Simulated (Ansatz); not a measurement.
Density of states of Al$_{3}$Ru$_{2}$ (I4/mmm, a = 3.073 Å, b = 3.073 Å, c = 14.252 Å, α = 90.00°, β = 90.00°, γ = 90.00°), in states per eV and primitive cell, averaged over bins of 0.5 eV. Theory: Ansatz 0.2.0, DFT PBEsol, scalar-relativistic, plane waves, PAW.

Plane waves to 420 eV, a k mesh through Γ of 16×16×16 on the computed 5-atom cell and Gaussian smearing (0.10 eV); no spin polarisation.

The cell is relaxed at this level. The states (both spins) are summed by tetrahedra on a 24×24×24 mesh at the self-consistent density. Energies are bin centres; the table starts no lower than −8 eV and ends at 6 eV, or lower where the solved bands end.

It is a metal at this level.

```tsv
E − E_F (eV)	total	Ru 4d	Al 3p	Al 3s	Ru 5s
-7.80	0.80	0.05	0.34	0.26	0.13
-7.30	0.98	0.09	0.42	0.31	0.12
-6.80	1.24	0.20	0.51	0.38	0.12
-6.30	2.00	0.64	0.60	0.61	0.10
-5.80	1.74	0.59	0.54	0.52	0.05
-5.30	1.60	0.61	0.54	0.36	0.06
-4.80	1.87	0.87	0.58	0.30	0.08
-4.30	2.12	1.03	0.80	0.17	0.09
-3.80	3.80	2.24	1.13	0.24	0.14
-3.30	4.17	2.97	1.00	0.09	0.05
-2.80	3.11	2.36	0.59	0.06	0.06
-2.30	4.42	3.42	0.80	0.07	0.06
-1.80	6.43	4.89	1.20	0.17	0.06
-1.30	5.72	4.42	1.01	0.11	0.09
-0.80	4.99	4.14	0.65	0.06	0.06
-0.30	2.85	2.20	0.50	0.05	0.03
0.20	1.18	0.53	0.47	0.09	0.02
0.70	0.76	0.26	0.32	0.12	0.01
1.20	1.36	1.02	0.27	0.04	0.01
1.70	2.78	1.76	0.78	0.13	0.05
2.20	1.45	0.72	0.55	0.12	0.02
2.70	1.66	0.69	0.66	0.22	0.03
3.20	1.06	0.32	0.47	0.19	0.03
3.70	1.49	0.32	0.51	0.39	0.15
4.20	2.95	0.56	0.80	0.84	0.48
4.70	2.99	0.48	0.97	0.80	0.36
5.20	2.65	0.33	1.04	0.58	0.28
5.70	2.13	0.24	0.94	0.39	0.17
```

The columns after the total are the main Löwdin projections on the occupied valence shells of the potentials; 1 other is left out. The rest of the total lies in those, in shells that are empty in the free atom, which aren't projected, and between the atoms.

Whether Al3Ru2 exists in this form wasn't checked.